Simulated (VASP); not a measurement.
Crystal: ZnO.

```
Zn O
1.0
     3.24931    0.00000    0.00000
    -1.62465    2.81398    0.00000
     0.00000    0.00000    5.20571
Zn O
2 2
Cartesian
  0.0000 1.8760 2.6029
  1.6247 0.9380 0.0000
  1.6247 0.9380 1.9730
  0.0000 1.8760 4.5759
```

* Program: VASP 6.6.1
* Task: relaxation of cell and atoms
* Functional: PBE
* Potentials or basis: VASP PAW PBE potentials, release 64 (Zn, O)
* Cutoff: 520 eV
* k mesh: 3 × 3 × 1
* Occupations: gaussian, width 0.02 eV
* Spin: no spin polarisation

At the start: pressure 4.3 GPa; volume 11.90 Å³/atom.

**Question.** How do energy, volume and symmetry change on relaxing?

**Answer.** Over 35 steps the energy falls by 65.1 meV/atom and the volume is 11.37 Å³/atom (-4.5 %); space group P6_3/mmc (No. 194, to 0.05 Å).

Step by step:
```tsv
step	energy change (eV)	largest force (eV/Å)	pressure (GPa)	volume (Å³)
1	0.0000	0.2400	4.31	47.60
2	-0.0535	0.2890	-2.40	49.82
3	-0.0536	0.2885	-2.17	49.73
4	-0.0886	0.2810	-1.64	49.32
5	-0.1499	0.3471	-0.48	48.01
6	-0.1100	0.7850	3.67	45.04
7	-0.1481	0.5890	1.19	46.68
8	-0.1688	0.4908	0.73	46.57
9	-0.2131	0.2877	-0.34	46.24
10	-0.2511	0.0617	-0.62	45.56
11	-0.2511	0.0731	-0.71	45.59
12	-0.2552	0.0749	-0.11	45.47
13	-0.2565	0.0738	0.50	45.36
14	-0.2575	0.0630	0.05	45.49
15	-0.2580	0.0505	-0.48	45.65
16	-0.2587	0.0425	-0.14	45.57
17	-0.2591	0.0320	0.32	45.45
18	-0.2595	0.0245	0.20	45.46
19	-0.2603	0.0030	-0.01	45.52
20	-0.2603	0.0025	-0.08	45.53
21	-0.2606	0.0029	0.02	45.49
22	-0.2606	0.0031	0.08	45.47
23	-0.2606	0.0027	-0.16	45.51
24	-0.2606	0.0030	-0.03	45.48
25	-0.2606	0.0031	0.00	45.48
26	-0.2606	0.0029	-0.01	45.48
27	-0.2606	0.0028	-0.02	45.48
28	-0.2606	0.0024	0.01	45.48
29	-0.2606	0.0019	0.01	45.48
30	-0.2606	0.0013	-0.08	45.49
31	-0.2606	0.0020	-0.01	45.49
32	-0.2606	0.0012	-0.03	45.49
33	-0.2606	0.0015	-0.03	45.49
34	-0.2606	0.0013	0.04	45.47
35	-0.2606	0.0014	-0.02	45.48
```

Final structure:
```
Zn O
1.0
     3.43992    0.00000    0.00000
    -1.71996    2.97906    0.00000
     0.00000    0.00000    4.43765
Zn O
2 2
Direct
  0.33333 0.66667 0.43935
  0.66667 0.33333 0.93935
  0.66667 0.33333 0.43966
  0.33333 0.66667 0.93966
```

Caveat: the k mesh is coarse (spacing up to 1.21 Å⁻¹), so the values aren't converged.
